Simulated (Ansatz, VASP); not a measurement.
**Two plane-wave programs on GaN**

```
Ga N
1.0
     0.00000    2.24895    2.24895
     2.24895    0.00000    2.24895
     2.24895    2.24895    0.00000
Ga N
1 1
Direct
  0.00000 0.00000 0.00000
  0.25000 0.25000 0.25000
```

Alike in both runs: task single point; functional PBE; k mesh 10 × 10 × 10; no spin polarisation.

```csv
,VASP,Ansatz
version,VASP 6.6.1,Ansatz 0.2.0
potentials or method,"VASP PAW PBE potentials, release 64 (Ga_d, N)","plane waves, PAW"
plane-wave cutoff (eV),520,420
occupations,"gaussian, width 0.01 eV",fixed
valence electrons in the cell,18,18
```

Ansatz gave:

- gap on the k mesh at the Fermi level (eV): 1.76
- pressure (GPa): 6.2

Question: What did VASP give for the same quantities?

Answer: gap on the k mesh at the Fermi level (eV): 1.76; pressure (GPa): 6.3.

Expect the measured gap to be larger: semilocal functionals such as PBE lack the derivative discontinuity.
